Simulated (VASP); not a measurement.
VASP 6.6.1 run: HfO2

INCAR

```
NELECT = 22.02
NSW = 0
ISMEAR = -1
GGA = PE
PREC = Accurate
NELM = 51
ENCUT = 520
SIGMA = 0.02
IBRION = -1
ISIF = 2
NBANDS = 18
LASPH = .TRUE.
LREAL = .FALSE.
LWAVE = .FALSE.
LCHARG = .FALSE.
EDIFF = 1E-7
```

KPOINTS

```
KPOINTS created by Atomic Simulation Environment
0
Gamma
8 8 8
0 0 0
```

POSCAR

```
Hf O
 1.0000000000000000
    -0.1074594432000000    2.4975983457000002    2.4975983457000002
     2.4975983457000002   -0.1074594432000000    2.4975983457000002
     2.4975983457000002    2.4975983457000002   -0.1074594432000000
 Hf  O
   1   2
Cartesian
  0.0000000000000000  0.0000000000000000 -0.0000000000000000
  1.2386541966533118  1.2386541966533118  1.2386541966533116
  3.6490830515466892  3.6490830515466892  3.6490830515466892
```

The recommended PBE PAW datasets give the neutral cell 22 valence electrons.

Command

```
mpirun -np 1 vasp_std
```

OSZICAR

```
N       E                     dE             d eps       ncg     rms          rms(c)
DAV:   1     0.922623403061E+02    0.92262E+02   -0.12614E+04  2348   0.121E+03
DAV:   2    -0.316998034276E+02   -0.12396E+03   -0.11910E+03  3014   0.288E+02
DAV:   3    -0.358152424960E+02   -0.41154E+01   -0.41015E+01  2716   0.467E+01
DAV:   4    -0.358392097212E+02   -0.23967E-01   -0.23959E-01  2890   0.397E+00
DAV:   5    -0.358393640082E+02   -0.15429E-03   -0.15428E-03  2628   0.298E-01    0.465E+01
DAV:   6    -0.301886313463E+02    0.56507E+01   -0.20574E+01  2386   0.322E+01    0.407E+01
DAV:   7    -0.300872210642E+02    0.10141E+00   -0.69043E-01  2658   0.679E+00    0.288E+01
DAV:   8    -0.300716219949E+02    0.15599E-01   -0.32146E-01  2540   0.514E+00    0.101E+01
DAV:   9    -0.300466060112E+02    0.25016E-01   -0.71705E-02  2446   0.228E+00    0.271E+00
DAV:  10    -0.300468835382E+02   -0.27753E-03   -0.33383E-03  2744   0.441E-01    0.175E-01
DAV:  11    -0.300469221395E+02   -0.38601E-04   -0.18191E-04  2716   0.114E-01    0.211E-01
DAV:  12    -0.300469372208E+02   -0.15081E-04   -0.38172E-05  2572   0.410E-02    0.523E-03
DAV:  13    -0.300469380535E+02   -0.83276E-06   -0.13293E-06  2850   0.854E-03    0.203E-03
DAV:  14    -0.300469382752E+02   -0.22167E-06   -0.22268E-07  2526   0.308E-03    0.292E-03
DAV:  15    -0.300469382443E+02    0.30914E-07   -0.98118E-09  1616   0.646E-04
   1 F= -.30046938E+02 E0= -.30046882E+02  d E =-.112044E-03
```

From OUTCAR

```
k-points           NKPTS =     65   k-points in BZ     NKDIM =     65   number of bands    NBANDS=     18

   NELECT =      22.0200    total number of electrons

   dimension x,y,z NGX =    28 NGY =   28 NGZ =   28
   dimension x,y,z NGXF=    56 NGYF=   56 NGZF=   56

  energy-cutoff  :      520.00
  volume of cell :       33.17
      direct lattice vectors                 reciprocal lattice vectors
    -0.107459443  2.497598346  2.497598346    -0.187714546  0.196154098  0.196154098
     2.497598346 -0.107459443  2.497598346     0.196154098 -0.187714546  0.196154098
     2.497598346  2.497598346 -0.107459443     0.196154098  0.196154098 -0.187714546

 k-points in reciprocal lattice and weights: KPOINTS created by Atomic Simulation Env
   0.00000000  0.00000000  0.00000000       0.002
   0.12500000  0.00000000  0.00000000       0.012
   0.25000000  0.00000000  0.00000000       0.012
   0.37500000 -0.00000000 -0.00000000       0.012
   0.50000000  0.00000000  0.00000000       0.006
   0.12500000  0.12500000  0.00000000       0.012
   0.25000000  0.12500000  0.00000000       0.023
   0.37500000  0.12500000 -0.00000000       0.023
   ...

 E-fermi :   8.0348

 k-point     1 :       0.0000    0.0000    0.0000
  band No.  band energies     occupation
      1     -25.6333      2.00000
      2     -25.6333      2.00000
      3     -25.6172      2.00000
      4     -14.5081      2.00000
      5     -11.5602      2.00000
      6      -1.1831      2.00000
      7      -1.1831      2.00000
      8      -0.9582      2.00000
      9       3.4292      2.00000
     10       3.5584      2.00000
     11       3.5584      2.00000
     12       7.9684      1.93033
     13       7.9684      1.93033
     14       9.7920      0.00000
     15      14.1314      0.00000
     16      14.1314      0.00000
     17      14.5634      0.00000
     18      17.5786      0.00000

 k-point     2 :       0.1250    0.0000    0.0000
  band No.  band energies     occupation
      1     -25.6913      2.00000
      2     -25.6382      2.00000
      3     -25.6261      2.00000
      4     -14.3174      2.00000
      5     -11.7140      2.00000
      6      -1.0341      2.00000
      7      -0.8769      2.00000
      8      -0.7413      2.00000
      9       3.0675      2.00000
     10       3.2330      2.00000
     11       3.2736      2.00000
     12       8.1936      0.00071
     13       8.2602      0.00003
     14      10.4043      0.00000
     15      13.4627      0.00000
     16      13.8436      0.00000
     17      14.2653      0.00000
     18      17.3301      0.00000

 k-point     3 :       0.2500    0.0000    0.0000
  band No.  band energies     occupation
      1     -25.8324      2.00000
      2     -25.6498      2.00000
      3     -25.6414      2.00000
      4     -13.8575      2.00000
      5     -12.0387      2.00000
      6      -0.6510      2.00000
      7      -0.5285      2.00000
      8       0.1573      2.00000
      9       2.1780      2.00000
     10       2.7143      2.00000
     11       2.7976      2.00000
     12       8.4932      0.00000
     13       8.7488      0.00000
     14      11.0821      0.00000
     15      12.8993      0.00000
     16      13.3521      0.00000
     17      13.8273      0.00000
     18      16.5163      0.00000

 ...

  Total       -0.5294930     -0.5294930     -0.5294930      0.5905310      0.5905310      0.5905310
  in kB      -25.5757421    -25.5757421    -25.5757421     28.5240177     28.5240177     28.5240177
  external PRESSURE =     -25.5757421 kB  Pullay stress =       0.0000000 kB

 POSITION                                       TOTAL-FORCE (eV/Angst)
 -----------------------------------------------------------------------------------
      0.00000      0.00000      0.00000         0.000000     -0.000000      0.000000
      1.23865      1.23865      1.23865         0.008225      0.008225      0.008225
      3.64908      3.64908      3.64908        -0.008225     -0.008225     -0.008225
 -----------------------------------------------------------------------------------
    total drift:                                0.000000      0.000000      0.000000

  FREE ENERGIE OF THE ION-ELECTRON SYSTEM (eV)
  ---------------------------------------------------
  free  energy   TOTEN  =       -30.0469382443 eV

  energy  without entropy=      -30.0468261999  energy(sigma->0) =      -30.04688222
```

It converged. Results: pressure -2.6 GPa.

The cell is charged and sits in a uniform background.

For comparison, a separate PBE run of the intended cell, on usual settings and not on those above, gives a gap of 3.78 eV on its mesh and a pressure of -3.6 GPa.

The run above took about 35 s on one core of a shared host (Intel Xeon Platinum 8488C) and held 0.18 GiB at most.
